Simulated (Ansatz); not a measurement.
Crystal: Zr.

```
Zr
1.0
     3.23200    0.00000    0.00000
    -1.61600    2.79899    0.00000
     0.00000    0.00000    5.14700
Zr
2
Direct
  0.66667 0.33333 0.75000
  0.33333 0.66667 0.25000
```

Base run:

| Item | Value |
| --- | --- |
| Program | Ansatz 0.2.0 |
| Functional | PBEsol |
| Potentials or basis | all-electron LAPW, scalar-relativistic |
| Cutoff | 174 eV |
| Density cutoff | 694 eV |
| Basis error allowed | 0.001 eV/atom |
| k mesh | 9 × 9 × 5 |
| Occupations | fermi-dirac, width 0.05 eV |
| Spin | no spin polarisation |
| Hubbard terms | Zr d U = 3 eV |

Its results: band gap on the k mesh none (metal or under the smearing width); pressure 0.2 GPa.

Task: The run is repeated on the same cell with these changes: hubbard terms from Zr d U = 3 eV to Zr d U = 2 eV. What comes out?

Result: Band gap on the k mesh none (metal or under the smearing width); pressure -1.0 GPa.

Caveats: U is the effective U less J, on atomic orbitals that reach past the spheres; U without spin polarisation on a metal has little footing; the U is typed as a test and isn't derived for this compound.

Not every run made on this cell is shown here.
